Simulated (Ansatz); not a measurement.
K2S: levels along high-symmetry lines

```
K S
1.0
     0.00000    3.69550    3.69550
     3.69550    0.00000    3.69550
     3.69550    3.69550    0.00000
K S
2 1
Direct
  0.25000 0.25000 0.25000
  0.75000 0.75000 0.75000
  0.00000 0.00000 0.00000
```

Atoms are numbered in the order listed.

The conventional cell has a = 7.391 Å, b = 7.391 Å, c = 7.391 Å, α = 90.00°, β = 90.00°, γ = 90.00°. Around K (atom 1) lie 4 S at 3.20 Å. S (atom 3) has 8 K at 3.20 Å as nearest neighbours.

The cell is COD entry 1011375, as deposited and not checked against the literature; nothing was relaxed.

The calculation used DFT, PBEsol, all-electron LAPW, scalar-relativistic in Ansatz 0.2.0.

Sampling and basis: a Γ-centred 7×7×7 k mesh, Fermi–Dirac smearing of 0.01 eV, basis error target 0.5 meV/atom, no spin polarisation.

Points in fractions of the reciprocal vectors of this cell: Γ (0, 0, 0), X (0.5, 0, 0.5), U (0.625, 0.25, 0.625), K (0.375, 0.375, 0.75), L (0.5, 0.5, 0.5), W (0.5, 0.25, 0.75). The path joins them by straight lines in the order Γ–X–U–K–Γ–L–W–X; legs that retrace an earlier one aren't tabulated. Energies are in eV from the top of the valence band.

Question: List the levels at K between -20 and 5 eV.

Answer: -12.87, -12.72, -12.71, -12.45, -12.44, -12.38, -9.34, -0.57, -0.21, -0.02, 3.64.

Question: List the levels at W between -20 and 5 eV.

Answer: -12.88, -12.78, -12.58 (×2), -12.38 (×2), -9.33, -0.39 (×2), -0.02, 3.63.

Question: List the levels at U between -20 and 5 eV.

Answer: -12.87, -12.72, -12.71, -12.45, -12.44, -12.38, -9.34, -0.57, -0.21, -0.02, 3.64.

Question: What is the band gap?

Answer: 2.29 eV, indirect from X (0.5, 0, 0.5) to Γ.

Kohn–Sham gaps of semilocal functionals usually fall short of measured ones.
